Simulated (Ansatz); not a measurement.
# Cobalt, diamond under RPBE: structure, energy and stiffness, part 2 of 2

What does RPBE give for cobalt in the diamond structure? We relax it, solve it on a dense k-mesh, then scale the cell to 7 volumes from 88 to 112 % of the relaxed one and try a fit of the equation of state. The start is ferromagnetic. The k-meshes are 11×11×11 for the relaxation; 17×17×17 for the dense run; 12×12×12 for the volumes.

Ansatz 0.2.0; DFT, RPBE, plane waves (420 eV) with PAW, scalar-relativistic. The steps go on from the part before.

## Step 6: At 96 % of the relaxed volume

This is Co in the diamond structure; at room conditions it is hcp.

The input, input.yaml:

```yaml
crystal:
  lattice:
    - [0.0, 2.5347996921, 2.5347996921]
    - [2.5347996921, 0.0, 2.5347996921]
    - [2.5347996921, 2.5347996921, 0.0]
  atoms:
    - { symbol: Co, position: [0.125, 0.125, 0.125], spin: 1.79 }
    - { symbol: Co, position: [0.875, 0.875, 0.875], spin: 1.79 }
hamiltonian:
  xc: rpbe
  pseudopotentials:
    kind: paw
    azcp:
      Co: "pseudopotentials/Co.paw.azcp"
basis:
  ecutwfc: 420
  fft_grid_basis: typed
kpoints:
  mp_grid: { grid: [12, 12, 12], shift: [0, 0, 0] }
magnetization:
  spin_polarized: true
scf:
  occupations: { method: fermi_dirac, width: 0.05 }
  lower_state_search: "off"
output:
  stress: true
  write_density: true
  write_potential: true
  elf: true
  volumetric_format: npy
```

The program printed, shortened:

```text
Warning: RAYON_NUM_THREADS=2 ignored (pool sized by the plan → 2); use --threads N
[...]
Pseudopotentials: kind: paw
Pseudopotential: Co, paw, valence charge 17, recommended cutoff 420 eV (normal), <dir>
Functional definition: RPBE
[...]
Crystal: 2 atoms, lattice volume = 32.573 Å³
Basis set: ecut = 420 eV, 609 PW (Γ)
Bands: 23, of which v1, the nominal top of the filled ones, is band 17 counted from 1 (16 counted from 0)
Symmetry: 48 space group operations
Space group: Fd-3m (ITA 227), of the structure as read, at distance tolerance 3.2e-5 Å
Magnetic group: BNS 227.128 (UNI 1630), of the structure as read, at distance tolerance 3.2e-5 Å
k-points: 72 of 1728
[...]
Starting moments: Σ|m| = 3.58 μB on 2 of 2 sites
[...]
SCF iter  13: F=-10259.599002 eV  HF=-10259.599002 eV  |F-HF|=1.01e-9  |Δ(HF+E_count)|=   1.24e-7  Δρ=4.47e-6 (↑4.46e-6 ↓4.47e-6)  dr2=1.09e-8  dr2_m=7.88e-11  M=3.461 μB ∫|m|=3.721 μB  ethr=2.94e-10  ⟨swp⟩=10.2  Hψ=20958  notcnv=0
[...]
SCF converged after 13 iterations
Magnetization: 3.4614 μB (18.7307 up, 15.2693 down)
Absolute magnetization: 3.7224 μB (∫|ρ↑−ρ↓|, with the PAW one-centre terms)
Spin contamination: 0.0739 ħ² per cell (⟨S²⟩ above its minimum at these occupations)
Per-site moments (μB) at R_I (Å): [(1.7562144026595459, 0.905520382331224), (1.756214402659546, 0.905520382331224)]
Free energy (F): -10259.599002 eV
[...]
E sigma→0 (E₀):  -10259.591237 eV
Entropy (-TS):   -0.015530 eV (-7.765 meV/atom)
Fermi energy:    11.109377 eV
[...]
--- Stress (GPa, compression-positive) ---
        3.970549      -0.000000      -0.000000
        0.000000       3.970549      -0.000000
        0.000000       0.000000       3.970549
  P = ⅓ Tr σ = 3.9705 GPa (39.705 kbar)
--- Band table (eV; the first three rows and the last of 144) ---
[... band rows left out ...]
[...]
```

Wall time 2.4 s (2 threads of an x86-64 CPU, shared host); peak memory 0.47 GiB.

Axes a, b and c in the maps are those of this run's conventional cell (a, b, c = 5.070, 5.070, 5.070 Å).

Density in a lattice plane of the grid's cell (edges 5.07 and 5.07 Å, at 0.125 of the third edge), which holds Co. It is the smooth density of the valence electrons, not physical close to the nuclei.

Ten even steps from ' ' (0.05 e/Å³) to '@' (40.80 e/Å³):
```
                                                
                                                
                                                
                                                
                                                
                          ..::--::..            
                          ::**@@##::            
                          ::**@@**::            
                          ..::--::..            
                                                
                                                
                                                
                                                
                                                
                                                
  ..::--::..                                    
  ::**@@##::                                    
  ::**@@**::                                    
  ..::--::..                                    
                                                
```
Columns run along the first of these edges and rows up along the second, over one cell in 24 and 20 even steps from the bottom left corner. Atoms in the plane (fractional): Co at (0.12, 0.12), Co at (0.62, 0.62).

Spin density (up less down) in a lattice plane of the grid's cell (edges 5.07 and 5.07 Å, at 0.125 of the third edge), which holds Co.

Ten even steps from '0' (-0.01 e/Å³) to '9' (5.38 e/Å³):
```
000000000000000000000000
000000000000000000000000
000000000000000000000000
000000000000000000000000
000000000000000000000000
000000000000002321000000
000000000000026972000000
000000000000026962000000
000000000000002321000000
000000000000000000000000
000000000000000000000000
000000000000000000000000
000000000000000000000000
000000000000000000000000
000000000000000000000000
002321000000000000000000
026972000000000000000000
026962000000000000000000
002321000000000000000000
000000000000000000000000
```
Columns run along the first of these edges and rows up along the second, over one cell in 24 and 20 even steps from the bottom left corner. Atoms in the plane (fractional): Co at (0.12, 0.12), Co at (0.62, 0.62).

## Step 7: At 100 % of the relaxed volume

Edit input.yaml of step 6 so:

```diff
@@ -2,5 +2,5 @@
   lattice:
-    - [0.0, 2.5347996921, 2.5347996921]
-    - [2.5347996921, 0.0, 2.5347996921]
-    - [2.5347996921, 2.5347996921, 0.0]
+    - [0.0, 2.5695272909, 2.5695272909]
+    - [2.5695272909, 0.0, 2.5695272909]
+    - [2.5695272909, 2.5695272909, 0.0]
   atoms:
@@ -26,5 +26 @@
   stress: true
-  write_density: true
-  write_potential: true
-  elf: true
-  volumetric_format: npy
```

The program printed, shortened:

```text
Warning: RAYON_NUM_THREADS=2 ignored (pool sized by the plan → 2); use --threads N
[...]
[... 3 set-up lines as earlier in the session ...]
[...]
Crystal: 2 atoms, lattice volume = 33.930 Å³
Basis set: ecut = 420 eV, 645 PW (Γ)
Bands: 23, of which v1, the nominal top of the filled ones, is band 17 counted from 1 (16 counted from 0)
[... 2 set-up lines as earlier in the session ...]
Magnetic group: BNS 227.128 (UNI 1630), of the structure as read, at distance tolerance 3.2e-5 Å
k-points: 72 of 1728
[...]
Starting moments: Σ|m| = 3.58 μB on 2 of 2 sites
[...]
SCF iter  13: F=-10259.614686 eV  HF=-10259.614686 eV  |F-HF|=1.49e-9  |Δ(HF+E_count)|=   1.13e-7  Δρ=2.33e-6 (↑2.33e-6 ↓1.90e-6)  dr2=2.12e-9  dr2_m=4.65e-10  M=3.495 μB ∫|m|=3.783 μB  ethr=2.94e-10  ⟨swp⟩=4.0  Hψ=9751  notcnv=0
[...]
SCF converged after 13 iterations
Magnetization: 3.4948 μB (18.7474 up, 15.2526 down)
Absolute magnetization: 3.7846 μB (∫|ρ↑−ρ↓|, with the PAW one-centre terms)
Spin contamination: 0.0812 ħ² per cell (⟨S²⟩ above its minimum at these occupations)
Per-site moments (μB) at R_I (Å): [(1.7832905949777147, 0.9179263127251829), (1.783290594977715, 0.9179263127251829)]
Free energy (F): -10259.614686 eV
[...]
E sigma→0 (E₀):  -10259.606626 eV
Entropy (-TS):   -0.016121 eV (-8.060 meV/atom)
Fermi energy:    10.511791 eV
[...]
--- Stress (GPa, compression-positive) ---
       -0.095993       0.000000       0.000000
       -0.000000      -0.095993       0.000000
       -0.000000       0.000000      -0.095993
  P = ⅓ Tr σ = -0.0960 GPa (-0.960 kbar)
```

Wall time 2.1 s (2 threads of an x86-64 CPU, shared host); peak memory 0.47 GiB.

## Step 8: At 104 % of the relaxed volume

Edit input.yaml of step 7 so:

```diff
@@ -2,5 +2,5 @@
   lattice:
-    - [0.0, 2.5695272909, 2.5695272909]
-    - [2.5695272909, 0.0, 2.5695272909]
-    - [2.5695272909, 2.5695272909, 0.0]
+    - [0.0, 2.6033407382, 2.6033407382]
+    - [2.6033407382, 0.0, 2.6033407382]
+    - [2.6033407382, 2.6033407382, 0.0]
   atoms:
```

The program printed, shortened:

```text
Warning: RAYON_NUM_THREADS=2 ignored (pool sized by the plan → 2); use --threads N
[...]
[... 3 set-up lines as earlier in the session ...]
[...]
Crystal: 2 atoms, lattice volume = 35.288 Å³
Basis set: ecut = 420 eV, 701 PW (Γ)
Bands: 23, of which v1, the nominal top of the filled ones, is band 17 counted from 1 (16 counted from 0)
[... 1 set-up line as earlier in the session ...]
Space group: Fd-3m (ITA 227), of the structure as read, at distance tolerance 3.3e-5 Å
Magnetic group: BNS 227.128 (UNI 1630), of the structure as read, at distance tolerance 3.3e-5 Å
k-points: 72 of 1728
[...]
Starting moments: Σ|m| = 3.58 μB on 2 of 2 sites
[...]
SCF converged after 14 iterations
an eigenvalue changed by more than its tolerance at an iteration that met the thresholds in force, so the SCF went on 1 time: the last check found none over its tolerance
Magnetization: 3.5296 μB (18.7648 up, 15.2352 down)
Absolute magnetization: 3.8473 μB (∫|ρ↑−ρ↓|, with the PAW one-centre terms)
Spin contamination: 0.0884 ħ² per cell (⟨S²⟩ above its minimum at these occupations)
Per-site moments (μB) at R_I (Å): [(1.809964088346827, 0.9300056757701052), (1.809964088346827, 0.9300056757701052)]
Free energy (F): -10259.599702 eV
[...]
E sigma→0 (E₀):  -10259.591554 eV
Entropy (-TS):   -0.016297 eV (-8.148 meV/atom)
Fermi energy:    9.959160 eV
[...]
--- Stress (GPa, compression-positive) ---
       -3.314206       0.000000      -0.000000
       -0.000000      -3.314206       0.000000
       -0.000000       0.000000      -3.314206
  P = ⅓ Tr σ = -3.3142 GPa (-33.142 kbar)
```

It took 2.6 s on 2 threads of an x86-64 CPU, shared host; peak memory 0.47 GiB.

## Step 9: At 108 % of the relaxed volume

Edit input.yaml of step 8 so:

```diff
@@ -2,5 +2,5 @@
   lattice:
-    - [0.0, 2.6033407382, 2.6033407382]
-    - [2.6033407382, 0.0, 2.6033407382]
-    - [2.6033407382, 2.6033407382, 0.0]
+    - [0.0, 2.6362979171, 2.6362979171]
+    - [2.6362979171, 0.0, 2.6362979171]
+    - [2.6362979171, 2.6362979171, 0.0]
   atoms:
```

The program printed, shortened:

```text
Warning: RAYON_NUM_THREADS=2 ignored (pool sized by the plan → 2); use --threads N
[...]
[... 3 set-up lines as earlier in the session ...]
[...]
Crystal: 2 atoms, lattice volume = 36.645 Å³
Basis set: ecut = 420 eV, 725 PW (Γ)
Bands: 23, of which v1, the nominal top of the filled ones, is band 17 counted from 1 (16 counted from 0)
[... 2 set-up lines as earlier in the session ...]
Magnetic group: BNS 227.128 (UNI 1630), of the structure as read, at distance tolerance 3.3e-5 Å
k-points: 72 of 1728
[...]
Starting moments: Σ|m| = 3.58 μB on 2 of 2 sites
[...]
SCF iter  13: F=-10259.560313 eV  HF=-10259.560313 eV  |F-HF|=6.35e-10  |Δ(HF+E_count)|=   6.40e-8  Δρ=4.41e-6 (↑1.40e-6 ↓4.41e-6)  dr2=6.57e-9  dr2_m=1.24e-9  M=3.559 μB ∫|m|=3.901 μB  ethr=2.94e-10  ⟨swp⟩=3.8  Hψ=9449  notcnv=0
[...]
SCF converged after 13 iterations
Magnetization: 3.5592 μB (18.7796 up, 15.2204 down)
Absolute magnetization: 3.9030 μB (∫|ρ↑−ρ↓|, with the PAW one-centre terms)
Spin contamination: 0.0956 ħ² per cell (⟨S²⟩ above its minimum at these occupations)
Per-site moments (μB) at R_I (Å): [(1.8334246277871984, 0.9417791493629482), (1.8334246277871984, 0.9417791493629482)]
Free energy (F): -10259.560313 eV
[...]
E sigma→0 (E₀):  -10259.552039 eV
Entropy (-TS):   -0.016548 eV (-8.274 meV/atom)
Fermi energy:    9.447547 eV
[...]
--- Stress (GPa, compression-positive) ---
       -5.882753       0.000000      -0.000000
        0.000000      -5.882753       0.000000
       -0.000000       0.000000      -5.882753
  P = ⅓ Tr σ = -5.8828 GPa (-58.828 kbar)
```

Run time: 2.3 s. Hardware: 2 threads of an x86-64 CPU, shared host; peak memory 0.47 GiB.

## Step 10: At 112 % of the relaxed volume

Edit input.yaml of step 9 so:

```diff
@@ -2,5 +2,5 @@
   lattice:
-    - [0.0, 2.6362979171, 2.6362979171]
-    - [2.6362979171, 0.0, 2.6362979171]
-    - [2.6362979171, 2.6362979171, 0.0]
+    - [0.0, 2.6684510605, 2.6684510605]
+    - [2.6684510605, 0.0, 2.6684510605]
+    - [2.6684510605, 2.6684510605, 0.0]
   atoms:
```

The program printed, shortened:

```text
Warning: RAYON_NUM_THREADS=2 ignored (pool sized by the plan → 2); use --threads N
[...]
[... 3 set-up lines as earlier in the session ...]
[...]
Crystal: 2 atoms, lattice volume = 38.002 Å³
Basis set: ecut = 420 eV, 725 PW (Γ)
Bands: 23, of which v1, the nominal top of the filled ones, is band 17 counted from 1 (16 counted from 0)
[... 1 set-up line as earlier in the session ...]
Space group: Fd-3m (ITA 227), of the structure as read, at distance tolerance 3.4e-5 Å
Magnetic group: BNS 227.128 (UNI 1630), of the structure as read, at distance tolerance 3.4e-5 Å
k-points: 72 of 1728
[...]
Starting moments: Σ|m| = 3.58 μB on 2 of 2 sites
[...]
SCF iter  13: F=-10259.501532 eV  HF=-10259.501532 eV  |F-HF|=8.43e-9  |Δ(HF+E_count)|=   2.80e-8  Δρ=3.14e-6 (↑2.06e-6 ↓3.14e-6)  dr2=2.23e-9  dr2_m=1.36e-9  M=3.589 μB ∫|m|=3.955 μB  ethr=2.94e-10  ⟨swp⟩=2.5  Hψ=11184  notcnv=0
[...]
SCF converged after 13 iterations
Magnetization: 3.5885 μB (18.7943 up, 15.2057 down)
Absolute magnetization: 3.9563 μB (∫|ρ↑−ρ↓|, with the PAW one-centre terms)
Spin contamination: 0.1029 ħ² per cell (⟨S²⟩ above its minimum at these occupations)
Per-site moments (μB) at R_I (Å): [(1.85597148900047, 0.9532653929487669), (1.8559714890004695, 0.9532653929487669)]
Free energy (F): -10259.501532 eV
[...]
E sigma→0 (E₀):  -10259.493099 eV
Entropy (-TS):   -0.016864 eV (-8.432 meV/atom)
Fermi energy:    8.972078 eV
[...]
--- Stress (GPa, compression-positive) ---
       -7.906532      -0.000000       0.000000
        0.000000      -7.906532       0.000000
        0.000000      -0.000000      -7.906532
  P = ⅓ Tr σ = -7.9065 GPa (-79.065 kbar)
```

Wall time 2.3 s (2 threads of an x86-64 CPU, shared host); peak memory 0.48 GiB.

## Step 11: The equation of state

The cell was scaled evenly, with its shape and the fractional positions fixed.

| V (Å³/atom) | E − E₀ (meV/atom) | P from the stress (GPa) | P from the fit (GPa) | largest moment (μB) |
| --- | --- | --- | --- | --- |
| 14.929 | 87.7 | 15.45 | 15.84 | 1.69 |
| 15.608 | 35.2 | 9.15 | 9.19 | 1.73 |
| 16.287 | 7.8 | 3.97 | 3.97 | 1.76 |
| 16.965 | 0.1 | -0.10 | -0.13 | 1.78 |
| 17.644 | 7.6 | -3.31 | -3.36 | 1.81 |
| 18.322 | 27.4 | -5.88 | -5.89 | 1.83 |
| 19.001 | 56.9 | -7.91 | -7.89 | 1.86 |

Fit (Birch-Murnaghan, third order): V₀ = 16.941 Å³/atom, B₀ = 91 GPa, B₀′ = 5.0, largest residual 0.10 meV/atom.

The fit is made to E(σ → 0), while the stress belongs to the free energy F; that is one source of the offset between the two pressures.

## Step 12: Results

What follows sums up all 2 parts.

| quantity | value |
| --- | --- |
| space group (spins left aside) | Fd-3m (No. 227) |
| conventional cell | a = 5.139 Å |
| volume | 16.965 Å³/atom |
| shortest distance | 2.225 Å |
| gap on the mesh | none (levels filled in part) |
| magnetic state | ferromagnetic, up to 1.79 μB per atom |
| relative to hcp, ferromagnetic | +1236 meV/atom |
| V₀, B₀, B₀′ | 16.941 Å³/atom, 91 GPa, 5.0 |

From the guessed start the volume grew by 13.5 % in 9 steps. It lies 1236 meV/atom above the element's reference form at the same level (hcp, ferromagnetic, from a run of its own). It ends ferromagnetic, with up to 1.79 μB per atom. No gap shows: it is a metal or semimetal at this level. B₀ comes out at 91 GPa. Relaxation kept the symmetry; phonons were not checked.
